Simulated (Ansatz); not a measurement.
## CaF2: projected DOS by orbital

```
CELL_PARAMETERS angstrom
0.00000 2.73125 2.73125
2.73125 0.00000 2.73125
2.73125 2.73125 0.00000
ATOMIC_POSITIONS crystal
Ca 0.00000 0.00000 0.00000
F 0.25000 0.25000 0.25000
F 0.75000 0.75000 0.75000
```

Atom numbers follow the list: Ca1, F2, F3.

The cell is COD entry 5000222, as deposited and not checked against the literature; nothing was relaxed.

All numbers below come from DFT, PBE, all-electron LAPW, scalar-relativistic (Ansatz 0.2.0).

Sampling and basis: a Γ-centred 8×8×8 k mesh, Fermi–Dirac smearing of 0.02 eV, basis error target 1 meV/atom, no spin polarisation.

States per eV for one atom of each kind, in 0.4 eV bins named by their centres, from the valence-band top, projected on a minimal set of Löwdin-orthogonalised atomic shells; orbitals are real harmonics on the Cartesian axes, equal curves share a column, and empty bins are left out, as is all above 8.9 eV, near the top of the computed bands.

F2 2p:

```
# E all pz=px=py
-2.6 0.15 0.05
-2.2 0.98 0.33
-1.8 3.59 1.20
-1.4 2.29 0.76
-1.0 1.68 0.56
-0.6 2.69 0.90
-0.2 3.10 1.03
8.2 0.01 0.00
8.6 0.05 0.02
```

Ca1 4s:

```
# E all
-2.6 0.03
-2.2 0.09
-1.8 0.09
-1.4 0.06
-1.0 0.04
-0.6 0.01
7.4 0.01
7.8 0.06
8.2 0.15
8.6 0.44
```
